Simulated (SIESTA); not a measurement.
A run of SIESTA 5.4.2:

Contents of CdS.fdf:

```
SystemName                      CdS
SystemLabel                     CdS
NumberOfSpecies                 2
NumberOfAtoms                   2
%block ChemicalSpeciesLabel
  1  48 Cd
  2  16 S
%endblock ChemicalSpeciesLabel

LatticeConstant                 1.0 Ang
%block LatticeVectors
     0.0000000000     2.7532440000     2.7532440000
     2.7532440000     0.0000000000     2.7532440000
     2.7532440000     2.7532440000     0.0000000000
%endblock LatticeVectors
AtomicCoordinatesFormat         Ang
%block AtomicCoordinatesAndAtomicSpecies
     0.0000000000     0.0000000000     0.0000000000  1
     2.7532440000     2.7532440000     2.7532440000  2
%endblock AtomicCoordinatesAndAtomicSpecies

%block kgrid.MonkhorstPack
    8   0   0  0.0
    0   8   0  0.0
    0   0   8  0.0
%endblock kgrid.MonkhorstPack
XC.Functional                   GGA
XC.Authors                      PBE
PAO.BasisSize                   DZP
PAO.EnergyShift                 0.002 Ry
Mesh.Cutoff                     800 Ry
OccupationFunction              FD
ElectronicTemperature           0.05 eV
MaxSCFIterations                120
SCF.MustConverge                false
SCF.Mixer.Method                Pulay
SCF.Mixer.Weight                0.25
SCF.Mixer.History               8
SCF.DM.Tolerance                5.0e-05
SCF.H.Tolerance                 1.0e-03 eV
WriteForces                     true
Charge.Mulliken                 end
```

Potentials or basis: PseudoDojo 0.4 standard (PBE files), DZP (energy shift 0.002 Ry).

The run is started by

```sh
$ siesta CdS.fdf > CdS.out 2>&1
```

Hardware: 1 thread of Arm Neoverse V1 (shared host).

Task: Estimate the wall time of this run.

Result: It took 32 s on 1 thread of Arm Neoverse V1, on a shared host, peak memory 0.27 GiB. Counts: scf iterations 11, k points 296, bands 32.
